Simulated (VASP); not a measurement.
Consider the following.

```xyz
4
Lattice="1.8035 -3.1237 0.0000 1.8035 3.1237 0.0000 0.0000 0.0000 3.8444" Properties=species:S:1:pos:R:3 pbc="T T T"
Li     1.8035     1.0412     0.0000
Li     1.8035    -1.0412     0.0000
Li     0.0000     0.0000     1.9222
N      0.0000     0.0000     0.0000
```

Level of theory: SCAN meta-GGA, VASP's PBE PAW potentials (set 64) (plane waves; VASP). Settings: 520 eV cut-off, 8×8×7 Γ-centred mesh, tetrahedra with Blöchl corrections, potentials Li_sv N.

### Question
Tabulate the total density of states (states/eV per cell) against energy (eV; zero at the valence-band maximum or, without a gap, the Fermi level).

### Answer

```
E (eV) | DOS (states/eV)
    -9.91 |  0.00
    -9.55 |  0.00
    -9.19 |  0.00
    -8.71 |  0.00
    -8.35 |  0.00
    -7.99 |  0.00
    -7.63 |  0.00
    -7.27 |  0.00
    -6.91 |  0.00
    -6.43 |  0.00
    -6.07 |  0.00
    -5.71 |  0.00
    -5.35 |  0.00
    -4.99 |  0.00
    -4.51 |  0.00
    -4.15 |  0.00
    -3.79 |  0.00
    -3.43 |  0.00
    -3.07 |  0.00
    -2.71 |  0.01
    -2.23 | ### 0.67
    -1.87 | ############## 2.72
    -1.51 | ############# 2.50
    -1.15 | ################## 3.59
    -0.79 | ############################## 5.88
    -0.43 | ######## 1.58
     0.05 |  0.01
     0.41 |  0.00
     0.77 |  0.00
     1.13 |  0.00
     1.49 |  0.00
     1.97 | # 0.23
     2.33 | ### 0.57
     2.69 | #### 0.77
     3.05 | ###### 1.18
     3.41 | ###### 1.17
     3.77 | #### 0.71
     4.25 | ## 0.49
     4.61 | ## 0.40
     4.97 | ## 0.31
```
Within 2 eV below the valence-band maximum the largest weight inside VASP's projection spheres is N p.

The compound is Li3N in the alpha structure. It was relaxed first.
